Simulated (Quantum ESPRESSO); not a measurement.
The system is CsPbBr3.

```
Pb Cs Br
1.0
     5.87000    0.00000    0.00000
     0.00000    5.87000    0.00000
     0.00000    0.00000    5.87000
Pb Cs Br
1 1 3
Direct
  0.50000 0.50000 0.50000
  0.00000 0.00000 0.00000
  0.50000 0.50000 0.00000
  0.50000 0.00000 0.50000
  0.00000 0.50000 0.50000
```

Measurements of this composition are mostly on another form, of space group No. 62.

- Program: Quantum ESPRESSO 7.5
- Task: phonons
- Functional: PBE
- Potentials or basis: SPMS 1.0 PBE
- Cutoff: 680 eV
- Density cutoff: 2721 eV
- k mesh: 2 × 2 × 2, shifted
- Occupations: fermi-dirac, width 0.05 eV
- Spin: no spin polarisation
- Mixing beta: 0.5
- Most SCF iterations: 120
- SCF threshold: 1e-09 Ry

The cell and the atoms were relaxed first, to 41.33 Å³/atom (a = 5.912 Å, b = 5.912 Å, c = 5.912 Å, α = 90.00°, β = 90.00°, γ = 90.00°), and the response was taken there.

The first run showed a gap, so the response started from a second, tighter run with fixed occupations.

Q: What is the highest optical frequency at the zone centre, leaving out the macroscopic field of polar modes?

A: 123 cm⁻¹, a mode of symmetry T1u (IR).

Optical modes at Γ, degenerate ones joined, polar ones without the macroscopic field:
```
cm⁻¹  components  symmetry  active in
  14           3       T1u         IR
  47           3       T2u     silent
  67           3       T1u         IR
 123           3       T1u         IR
```
